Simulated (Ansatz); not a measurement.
Write the native input for Ansatz 0.2.0 that does the following.

| Quantity | Value |
| --- | --- |
| Task | relaxation of cell and atoms |
| Functional | PBEsol |
| Potentials or basis | Ansatz PAW |
| Cutoff | 420 eV (not typed: the program's choice for these potentials) |
| k mesh | 8 × 8 × 6 |
| Occupations | fermi-dirac, width 0.05 eV |
| Spin | no spin polarisation |
| Target pressure (GPa) | 0 |

The system is As.

```
CELL_PARAMETERS angstrom
1.82500 -5.50000 0.00000
1.82500 5.50000 0.00000
0.00000 0.00000 4.47000
ATOMIC_POSITIONS crystal
As 0.39000 0.61000 0.56000
As 0.89000 0.11000 0.94000
As 0.61000 0.39000 0.44000
As 0.11000 0.89000 0.06000
```

This isn't the form of As at room conditions, which is rhombohedral.

One way to write it, as run:

input.yaml

```yaml
crystal:
  lattice:
    - [1.825, -5.5, 0.0]
    - [1.825, 5.5, 0.0]
    - [0.0, 0.0, 4.47]
  atoms:
    - { symbol: As, position: [0.39, 0.61, 0.56] }
    - { symbol: As, position: [0.89, 0.11, 0.94] }
    - { symbol: As, position: [0.61, 0.39, 0.44] }
    - { symbol: As, position: [0.11, 0.89, 0.06] }
hamiltonian:
  xc: pbesol
  pseudopotentials: { kind: paw }
kpoints:
  mp_grid: { grid: [8, 8, 6] }
scf:
  occupations: { method: fermi_dirac, width: 0.05 }
output:
  forces: true
  stress: true
  eigenvalues: true
relax:
  f_tol: 0.01
  max_steps: 40
  cell: { stress_tol: 0.05 }
```

Potentials or basis: Ansatz PAW.

The run is started by

```bash
$ ansatz run input.yaml --threads 2 --pin off --max-ram 5632MiB --backend cpu --events-out ev --progress --plain --runs-dir out
```

Results of the run:

The relaxed volume is 21.63 Å³/atom. The relaxed cell is a = 5.757 Å, b = 5.757 Å, c = 4.248 Å, α = 90.00°, β = 90.00°, γ = 142.08°, the space group after relaxing (to 0.05 Å) is Cmce (No. 64) and the energy gained by relaxing is 5.1 meV/atom. The ionic steps are 7. The pressure after relaxing is 0.0 GPa and the band gap on the k mesh is none (metal or under the smearing width).

Caveat: the plane-wave basis is chosen anew once the cell has moved, so the energies of steps on either side of that aren't comparable; the PAW data sets come from PBE, with cores solved anew for the run's functional, which leaves a small shift of forces and pressure.

Run time: 52 s on 2 threads of Arm Neoverse V2 (shared host), peak memory 0.49 GiB.
